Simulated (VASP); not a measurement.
# AlN (P6_3mc) in VASP: a series of runs

One crystal, AlN, is run at these levels: PBE; tasks: relaxation of cell and atoms.

All numbers are computed with VASP 6.6.1; they aren't measurements. Logs are shortened: lines on timing, memory, paths and dates and some standing lists are left out, and cuts for length are marked.

### Step 1. The structure

The structure is hexagonal, space group P6_3mc (No. 186). The conventional cell has a = 3.113 Å, b = 3.113 Å, c = 4.981 Å, α = 90.00°, β = 90.00°, γ = 120.00°. Al (site symmetry 3m) has 4 N at 1.89 Å as nearest neighbours. N (site symmetry 3m) is surrounded by 4 Al at 1.89 Å.

### Step 2. Relaxation of cell and atoms, PBE

INCAR reads:

```
SYSTEM = AlN
PREC     = Accurate       ! precision mode
ENCUT    = 900            ! plane-wave cutoff, eV
EDIFF    = 1E-7           ! SCF threshold, eV
ISMEAR   = 0              ! smearing method
SIGMA    = 0.02           ! smearing width, eV
LREAL    = .FALSE.        ! projectors in reciprocal space
LASPH    = .TRUE.         ! aspherical terms in the spheres
NELM     = 80             ! most SCF steps
ALGO     = Normal         ! electronic algorithm
ISIF     = 3              ! what is computed and relaxed
LWAVE    = .FALSE.        ! write WAVECAR
LCHARG   = .FALSE.        ! write CHGCAR
GGA      = PE             ! functional
IBRION   = 2              ! ionic algorithm
NSW      = 80             ! ionic steps
EDIFFG   = -0.002         ! ionic threshold
KPAR     = 4
```

KPOINTS reads:

```
regular mesh
0
G
  12 12 6
  0 0 0
```

POSCAR reads:

```
AlN
1.0
    3.1130000000      0.0000000000      0.0000000000
   -1.5565000000      2.6959370800      0.0000000000
    0.0000000000      0.0000000000      4.9810000000
Al N
2 2
Direct
    0.3333333300      0.6666666700      0.0000000000
    0.6666666700      0.3333333300      0.5000000000
    0.3333333300      0.6666666700      0.3800000000
    0.6666666700      0.3333333300      0.8800000000
```

Potentials or basis: VASP PAW PBE potentials, release 64 (Al, N_h).

Command:

```sh
> cat potpaw_PBE.64/Al/POTCAR potpaw_PBE.64/N_h/POTCAR > POTCAR
> mpirun -np 4 vasp_std > vasp.out
```

OUTCAR:

```text
SYSTEM = AlN
   PREC = Accurate
   ENCUT = 900
   EDIFF = 1E-7
   ISMEAR = 0
   LREAL = .FALSE.
   LASPH = .TRUE.
   NELM = 80
   ISIF = 3
   GGA = PE
   IBRION = 2
   NSW = 80
   EDIFFG = -0.002

 ion  position               nearest neighbor table
   1  0.333  0.667  0.000-   3 1.89   4 1.89   4 1.89   4 1.89   2 3.07   2 3.07   2 3.07   2 3.07
                             2 3.07   2 3.07
   2  0.667  0.333  0.500-   4 1.89   3 1.89   3 1.89   3 1.89   1 3.07   1 3.07   1 3.07   1 3.07
                             1 3.07   1 3.07
   3  0.333  0.667  0.380-   1 1.89   2 1.89   2 1.89   2 1.89
   4  0.667  0.333  0.880-   2 1.89   1 1.89   1 1.89   1 1.89

  LATTYP: Found a hexagonal cell.
 ALAT       =     3.1130000000
 C/A-ratio  =     1.6000642467

  Lattice vectors:

 A1 = (   3.1130000000,   0.0000000000,   0.0000000000)
 A2 = (  -1.5565000000,   2.6959370800,   0.0000000000)
 A3 = (   0.0000000000,   0.0000000000,   4.9810000000)

Analysis of symmetry for initial positions (statically):
=====================================================================
 Subroutine PRICEL returns:
 Original cell was already a primitive cell.

 Routine SETGRP: Setting up the symmetry group for a
 hexagonal supercell.

 Subroutine GETGRP returns: Found 12 space group operations
 (whereof  6 operations were pure point group operations)
 out of a pool of 24 trial point group operations.

The static configuration has the point symmetry C_3v.
 The point group associated with its full space group is C_6v.

Analysis of symmetry for dynamics (positions and initial velocities):
=====================================================================
 Subroutine PRICEL returns:
 Original cell was already a primitive cell.

 Routine SETGRP: Setting up the symmetry group for a
 hexagonal supercell.

 Subroutine GETGRP returns: Found 12 space group operations
 (whereof  6 operations were pure point group operations)
 out of a pool of 24 trial point group operations.

The dynamic configuration has the point symmetry C_3v.
 The point group associated with its full space group is C_6v.

 Subroutine INISYM returns: Found 12 space group operations
 (whereof  6 operations are pure point group operations),
 and found     1 'primitive' translations

----------------------------------------------------------------------------------------

                                     Primitive cell

  volume of cell :      41.8028

[... 115 lines left out ...]
  Thomas-Fermi vector in A             =   2.324754
   LORBIT       =      0    0 simple, 1 ext, 2 COOP (PROOUT), +10 PAW based schemes
   GGA     = PE    functional components
   LHFCALC =     F    Hartree Fock is set to
   AEXX    =    0.0000 exact exchange contribution
   IVDW    =     0    specifies the selected vdW correction
   LEPSILON=     F    determine dielectric tensor
   LRPA    =     F    only Hartree local field effects (RPA)
 conjugate gradient relaxation of ions
 non-spin polarized calculation
 Gauss-broadening in eV      SIGMA  =   0.02
  energy-cutoff  :      900.00
  volume of cell :       41.80
 maximum number of plane-waves:      2592
   NGX = 15   NGY = 15   NGZ = 25

--------------------------------------- Ionic step        1  -------------------------------------------

 number of electron      15.9999999 magnetization

 Free energy of the ion-electron system (eV)
  ---------------------------------------------------
  ext. energy  EPLUGINS =         0.00000000
  ---------------------------------------------------
  free energy    TOTEN  =       -29.78470746 eV

  energy without entropy =      -29.78470746  energy(sigma->0) =      -29.78470746

------------------------ aborting loop because EDIFF is reached ----------------------------------------

  FORCE on cell =-STRESS in cart. coord.  units (eV):
  Direction    XX          YY          ZZ          XY          YZ          ZX
  --------------------------------------------------------------------------------------
  -------------------------------------------------------------------------------------
  Total        0.7113514      0.7113514      1.1429045      0.0000000      0.0000000      0.0000000
  in kB       27.2639882     27.2639882     43.8041336      0.0000000      0.0000000      0.0000000
  external PRESSURE =      32.7773700 kB  Pullay stress =       0.0000000 kB
[... 253 lines left out ...]
--------------------------------------- Ionic step        8  -------------------------------------------

 number of electron      16.0000000 magnetization

 Free energy of the ion-electron system (eV)
  ---------------------------------------------------
  ext. energy  EPLUGINS =         0.00000000
  ---------------------------------------------------
  free energy    TOTEN  =       -29.79263941 eV

  energy without entropy =      -29.79263941  energy(sigma->0) =      -29.79263941

 E-fermi :   6.4096     XC(G=0): -10.8532

 val. band max:        6.3091649657   @ k =   0.0000   0.0000   0.0000
 cond. band min:      10.3765889165   @ k =   0.0000   0.0000   0.0000
 fundamental gap:      4.0674239508
 Fermi energy:         6.4096185037

 k-point     1 :       0.0000    0.0000    0.0000
  band No.  band energies     occupation
      1      -8.7751      2.00000
      2      -6.6846      2.00000
      3       0.3904      2.00000
      4       5.4629      2.00000
      5       5.4629      2.00000
      6       6.1064      2.00000
      7       6.1064      2.00000
      8       6.3092      2.00000
      9      10.3766      0.00000
     10      12.8409      0.00000
     11      16.7882      0.00000
     12      17.3548      0.00000
[... 331 lines left out ...]
 k-point    24 :       0.3333    0.0000    0.1667
  band No.  band energies     occupation
      1      -7.4791      2.00000
      2      -6.2826      2.00000
      3       1.4589      2.00000
      4       2.4085      2.00000
      5       3.0105      2.00000
      6       4.5659      2.00000
      7       5.5286      2.00000
      8       5.6625      2.00000
      9      12.0995      0.00000
     10      12.9153      0.00000
     11      14.6745      0.00000
     12      16.3607      0.00000

 [... further k-points ...]

------------------------ aborting loop because EDIFF is reached ----------------------------------------

  FORCE on cell =-STRESS in cart. coord.  units (eV):
  Direction    XX          YY          ZZ          XY          YZ          ZX
  --------------------------------------------------------------------------------------
  -------------------------------------------------------------------------------------
  Total       -0.0029172     -0.0029172     -0.0030501      0.0000000     -0.0000000     -0.0000000
  in kB       -0.1100506     -0.1100506     -0.1150610      0.0000000     -0.0000000     -0.0000000
  external PRESSURE =      -0.1117207 kB  Pullay stress =       0.0000000 kB
[... 19 lines left out ...]
  FREE ENERGIE OF THE ION-ELECTRON SYSTEM (eV)
  ---------------------------------------------------
  free  energy   TOTEN  =       -29.7926394113 eV

  energy  without entropy=      -29.7926394113  energy(sigma->0) =      -29.79263941

 reached required accuracy - stopping structural energy minimisation
```

OSZICAR:

```text
N       E                     dE             d eps       ncg     rms          rms(c)
DAV:   1     0.888187203696E+02    0.88819E+02   -0.10356E+04  1824   0.185E+03
DAV:   2    -0.243198188936E+02   -0.11314E+03   -0.10488E+03  2876   0.260E+02
DAV:   3    -0.343182862606E+02   -0.99985E+01   -0.99302E+01  2392   0.836E+01
[... 57 lines left out ...]
       N       E                     dE             d eps       ncg     rms          rms(c)
DAV:   1    -0.297926422674E+02   -0.59629E-05   -0.33673E-04  1824   0.221E-01    0.112E-02
DAV:   2    -0.297926396360E+02    0.26314E-05   -0.83890E-06  2280   0.286E-02    0.392E-03
DAV:   3    -0.297926394557E+02    0.18021E-06   -0.15294E-06  2144   0.101E-02    0.138E-03
DAV:   4    -0.297926394113E+02    0.44458E-07   -0.43329E-07  1740   0.494E-03
   8 F= -.29792639E+02 E0= -.29792639E+02  d E =-.281809E-05
```

Run time: 78 s. Hardware: 4 MPI ranks of Intel Xeon Platinum 8488C (Sapphire Rapids), shared host; peak memory 0.25 GiB.

What came out:

```
Free energy                            : -29.7926 eV
Relaxed volume                         : 10.62 Å³/atom
Relaxed cell                           : a = 3.127 Å, b = 3.127 Å, c = 5.014 Å, α = 90.00°, β = 90.00°, γ = 120.00°
Space group after relaxing (to 0.05 Å) : P6_3mc (No. 186)
Energy gained by relaxing              : 2.0 meV/atom
Ionic steps                            : 8
Pressure after relaxing                : 0.0 GPa
Band gap on the k mesh                 : 4.07 eV, direct
```

The path:
| step | energy change (eV) | largest force (eV/Å) | pressure (GPa) | volume (Å³) |
| --- | --- | --- | --- | --- |
| 1 | 0.0000 | 0.1290 | 3.28 | 41.80 |
| 2 | -0.0012 | 0.0916 | -2.86 | 43.11 |
| 3 | -0.0079 | 0.0055 | 0.00 | 42.47 |
| 4 | -0.0079 | 0.0082 | 0.05 | 42.46 |
| 5 | -0.0079 | 0.0059 | 0.05 | 42.46 |
| 6 | -0.0079 | 0.0039 | 0.05 | 42.46 |
| 7 | -0.0079 | 0.0036 | -0.05 | 42.48 |
| 8 | -0.0079 | 0.0002 | -0.01 | 42.47 |

Final structure:
```
Al N
1.0
     3.12749    0.00000    0.00000
    -1.56374    2.70848    0.00000
     0.00000    0.00000    5.01381
Al N
2 2
Direct
  0.33333 0.66667 0.99923
  0.66667 0.33333 0.49923
  0.33333 0.66667 0.38077
  0.66667 0.33333 0.88077
```

Levels at points of the mesh, in eV from the valence-band top:
| k point | band 5 | band 6 | band 7 | band 8 | band 9 | band 10 | band 11 | band 12 |
| --- | --- | --- | --- | --- | --- | --- | --- | --- |
| (0.00, 0.00, 0.00) | -0.85 | -0.20 | -0.20 | 0.00 | 4.07 | 6.53 | 10.48 | 11.05 |
| (0.50, 0.00, 0.00) | -3.30 | -2.06 | -1.75 | -0.68 | 5.77 | 5.77 | 8.05 | 10.16 |
| (0.00, 0.00, 0.50) | -0.53 | -0.53 | -0.53 | -0.53 | 6.33 | 6.33 | 10.19 | 10.19 |
| (0.50, 0.00, 0.50) | -1.44 | -1.44 | -1.35 | -1.35 | 5.25 | 5.25 | 9.16 | 9.16 |

Caveat: the cutoff is under 1.25 times the usual one of these potentials, so pressure, stress and relaxed cells hold a basis-set (Pulay) error. A k mesh can miss the band edges.

### Step 3. Relaxation of cell and atoms, PBE

This run uses another cell than the first one, of 10.62 Å³/atom, 1.016 times its volume.

INCAR is that of step 2.

KPOINTS is that of step 2.

POSCAR reads:

```
AlN                                     
1.0
    3.1274873079      0.0000000000      0.0000000000
   -1.5637436539      2.7084834566     -0.0000000000
    0.0000000000      0.0000000000      5.0138069846
  Al              N             
     2     2
Direct
     0.3333333300000021    0.6666666699999979    0.9992330718798468
     0.6666666699999979    0.3333333300000021    0.4992330718798467
     0.3333333300000021    0.6666666699999979    0.3807669281201558
     0.6666666699999979    0.3333333300000021    0.8807669281201558
```

Potentials or basis: VASP PAW PBE potentials, release 64 (Al, N_h).

Command:

```sh
> cat potpaw_PBE.64/Al/POTCAR potpaw_PBE.64/N_h/POTCAR > POTCAR
> mpirun -np 4 vasp_std > vasp.out
```

Run time: 31 s. Hardware: 4 MPI ranks of Intel Xeon Platinum 8488C (Sapphire Rapids), shared host; peak memory 0.26 GiB.

The run converged. Its results:

- Free energy: -29.7940 eV
- Relaxed volume: 10.62 Å³/atom
- Relaxed cell: a = 3.128 Å, b = 3.128 Å, c = 5.014 Å, α = 90.00°, β = 90.00°, γ = 120.00°
- Space group after relaxing (to 0.05 Å): P6_3mc (No. 186)
- Energy gained by relaxing: 0.0 meV/atom
- Ionic steps: 3
- Pressure after relaxing: 0.0 GPa
- Band gap on the k mesh: 4.07 eV, direct

Final structure:
```cif
data_structure
_symmetry_space_group_name_H-M 'P 1'
_symmetry_Int_Tables_number 1
_cell_length_a 3.1277
_cell_length_b 3.1277
_cell_length_c 5.0143
_cell_angle_alpha 90.000
_cell_angle_beta 90.000
_cell_angle_gamma 120.000
_cell_volume 42.48
loop_
_atom_site_label
_atom_site_type_symbol
_atom_site_fract_x
_atom_site_fract_y
_atom_site_fract_z
_atom_site_occupancy
Al1 Al 0.33333 0.66667 0.99923 1
Al2 Al 0.66667 0.33333 0.49923 1
N1 N 0.33333 0.66667 0.38077 1
N2 N 0.66667 0.33333 0.88077 1
```

Levels at points of the mesh, in eV from the valence-band top:
```csv
k point,band 6,band 7,band 8,band 9,band 10,band 11
"(0.00, 0.00, 0.00)",-0.20,-0.20,0.00,4.07,6.53,10.48
"(0.50, 0.00, 0.00)",-2.06,-1.75,-0.68,5.77,5.77,8.04
"(0.00, 0.00, 0.50)",-0.53,-0.53,-0.53,6.33,6.33,10.19
"(0.50, 0.00, 0.50)",-1.44,-1.35,-1.35,5.25,5.25,9.16
```

Caveat: the cutoff is under 1.25 times the usual one of these potentials, so pressure, stress and relaxed cells hold a basis-set (Pulay) error.
